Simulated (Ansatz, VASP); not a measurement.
**SnTe in VASP and in Ansatz**

```xyz
2
Lattice="0.0000 3.1565 3.1565 3.1565 0.0000 3.1565 3.1565 3.1565 0.0000" Properties=species:S:1:pos:R:3 pbc="T T T"
Sn    0.0000    0.0000    0.0000
Te    3.1565    3.1565    3.1565
```

Alike in both runs: task electric field gradients; functional PBE; k mesh 11 × 11 × 11; occupations fermi-dirac, width 0.08 eV; no spin polarisation.

|  | VASP | Ansatz |
| --- | --- | --- |
| version | VASP 6.6.1 | Ansatz 0.2.0 |
| potentials or method | VASP PAW PBE potentials, release 64 (Sn_d, Te) | PAW with Ansatz's default frozen-core files, scalar-relativistic |
| plane-wave cutoff (eV) | 520 | 420 |
| valence electrons in the cell | 20 | 30 |

```tsv
	VASP	Ansatz	Ansatz less VASP
pressure (GPa)	2.0	2.0	+0.02
Vzz of the field gradient on the site that differs most (V/Å²)	0.0	0.0	0.00
```

With one functional, cell and mesh, what is left measures potentials, basis and numerics. The two sets of potentials don't hold the same shells in valence. Ansatz warned: «gradients_without_spin_orbit».

Spin-orbit coupling is left out, which matters for the levels of Te.
